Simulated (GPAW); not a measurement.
Crystal: LiH.

```
Li H
1.0
     0.00000    2.03675    2.03675
     2.03675    0.00000    2.03675
     2.03675    2.03675    0.00000
Li H
1 1
Direct
  0.00000 0.00000 0.00000
  0.50000 0.50000 0.50000
```

Base run:

| Property | Result |
| --- | --- |
| Program | GPAW 26.7.0 |
| Functional | PBE |
| Potentials or basis | GPAW PAW data sets (gpaw-data 1.2.1) |
| Cutoff | 800 eV |
| Basis | pw |
| k mesh | 11 × 11 × 11 |
| Occupations | fermi-dirac, width 0.05 eV |
| Spin | no spin polarisation |

Its results: band gap on the k mesh 3.19 eV, direct.

Question: The run is repeated on the same cell with these changes: functional from PBE to vdW-DF. What comes out?

Answer: Band gap on the k mesh 3.80 eV, direct.

Caveats: an odd mesh through Γ misses points on the zone boundary, where band edges often lie.
